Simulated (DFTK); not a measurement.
## Ge under changes of volume

One of the cells (22.186 Å³/atom); the others are scaled copies at fixed shape and fractional positions:

```
CELL_PARAMETERS angstrom
0.00000 2.80992 2.80992
2.80992 0.00000 2.80992
2.80992 2.80992 0.00000
ATOMIC_POSITIONS crystal
Ge 0.75000 0.75000 0.75000
Ge 0.50000 0.50000 0.50000
```

```yaml
Program: DFTK 0.8.2
Functional: PBE
Potentials_or_basis: dojo.nc.sr.pbe.v0_4_1.standard.upf (PBE)
Cutoff: 1061 eV
k_mesh: 5 × 5 × 5
Occupations: fermi-dirac, width 0.05 eV
Spin: no spin polarisation
```

```tsv
volume (Å³/atom)	energy over the lowest point (meV/atom)	pressure (GPa)	gap on the mesh (eV)
21.281	62.41	9.1	0.46
21.733	?	?	?
22.186	22.15	5.3	0.22
22.639	9.32	3.9	none
23.092	0.00	2.6	none
```

Task: What does the run at 21.733 Å³/atom give?

Result: Energy over the lowest point 39.52 meV/atom; pressure 7.1 GPa; gap on the mesh 0.39 eV.

Worked out: A Birch-Murnaghan fit of order 2 (a polynomial in V^(-2/3)) to the other rows has no minimum within the range. It gives 39.90 meV/atom at 21.733 Å³/atom, against the run's 39.52, and -dE/dV = 7.1 GPa, against 7.1.

Energies are extrapolated to zero smearing.

Caveats: some runs use coarse meshes; an odd mesh through Γ misses points on the zone boundary, where band edges often lie (some runs). Spin-orbit coupling on Ge is left out.

A gap of «none» marks a metal or a gap under the smearing width.
